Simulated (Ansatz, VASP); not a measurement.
# Two plane-wave programs on GaP

Contents of INCAR:

```
ALGO = Fast ; EDIFF = 1E-7
ENCUT = 520 ; GGA = PS
ISIF = 2 ; ISMEAR = 0
LASPH = True ; LCHARG = False
LREAL = False ; LWAVE = False
NBANDS = 16 ; NELM = 100
PREC = Accurate ; SIGMA = 0.1
```

File KPOINTS:

```
k-points
0
Gamma
  6 6 6
```

The input POSCAR:

```
GaP
1.0
    0.0000000000      2.7200000000      2.7200000000
    2.7200000000      0.0000000000      2.7200000000
    2.7200000000      2.7200000000      0.0000000000
Ga P
1 1
Direct
    0.0000000000      0.0000000000      0.0000000000
    0.2500000000      0.2500000000      0.2500000000
```

Input for Ansatz:

```yaml
crystal:
  lattice:
    - [0.0, 2.72, 2.72]
    - [2.72, 0.0, 2.72]
    - [2.72, 2.72, 0.0]
  atoms:
    - { symbol: Ga, position: [0.0, 0.0, 0.0] }
    - { symbol: P, position: [0.25, 0.25, 0.25] }
basis:
  ecutwfc: 420
kpoints:
  mp_grid: { grid: [6, 6, 6] }
hamiltonian:
  xc: pbesol
  pseudopotentials: { kind: paw, azcp: { folder: soft_1 } }
scf:
  occupations: { method: gaussian, width: 0.1 }
output:
  forces: true
  stress: true
  eigenvalues: true
```

The cell was built by a generator and needn't be a form met in nature.

Alike in both runs: task single point; functional PBEsol; k mesh 6 × 6 × 6; occupations gaussian, width 0.1 eV; no spin polarisation.

|  | VASP | Ansatz |
| --- | --- | --- |
| version | VASP 6.6.1 | Ansatz 0.2.0 |
| potentials or method | VASP PAW PBE potentials, release 64 (Ga_d, P) | scalar-relativistic, plane waves, PAW |
| plane-wave cutoff (eV) | 520 | 420 |
| valence electrons in the cell | 18 | 18 |

VASP gave:

```
gap on the k mesh at the Fermi level (eV) : 1.50
least direct gap on the mesh (eV)         : 1.80
pressure (GPa)                            : 0.0
```

**Question.** Which values does Ansatz return?

**Answer.** gap on the k mesh at the Fermi level (eV): 1.50; least direct gap on the mesh (eV): 1.79; pressure (GPa): 0.0.

Ansatz warned: «pseudo_functional_mismatch».

Caveats: the PAW data sets were made with another functional, which shifts forces and pressure a little (VASP). A hybrid or GW would open this gap; PBEsol tends to underestimate it. A k mesh can miss the band edges.
